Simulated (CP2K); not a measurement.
TaN:

```
CELL_PARAMETERS angstrom
3.12728 0.00000 0.00000
1.56364 2.70831 0.00000
1.56364 0.90277 2.55342
ATOMIC_POSITIONS crystal
Ta 0.50000 0.50000 0.50000
N 0.00000 0.00000 0.00000
```

The cell comes from a database or a generator and needn't be the stable form of this composition.

Base run:

| Property | Result |
| --- | --- |
| Program | CP2K 2026.2 |
| Functional | AM05 |
| Potentials or basis | POTENTIAL_UZH Ta GTH-PBE-q13, N GTH-PBE-q5; TZVP-MOLOPT-PBE-GTH basis |
| Density cutoff | 9184 eV |
| k mesh | 10 × 10 × 10 |
| Occupations | fermi-dirac, width 0.05 eV |
| Spin | no spin polarisation |

Its results: band gap on the k mesh none (metal or under the smearing width); pressure -14.5 GPa.

Task: The run is repeated on the same cell with these changes: functional from AM05 to SCAN. What comes out?

Result: Band gap on the k mesh none (metal or under the smearing width); pressure -9.5 GPa.

Caveats: the potentials were made for another functional, which shifts forces and pressure; the basis of atomic orbitals isn't converged, which shifts pressures, moduli and gaps.
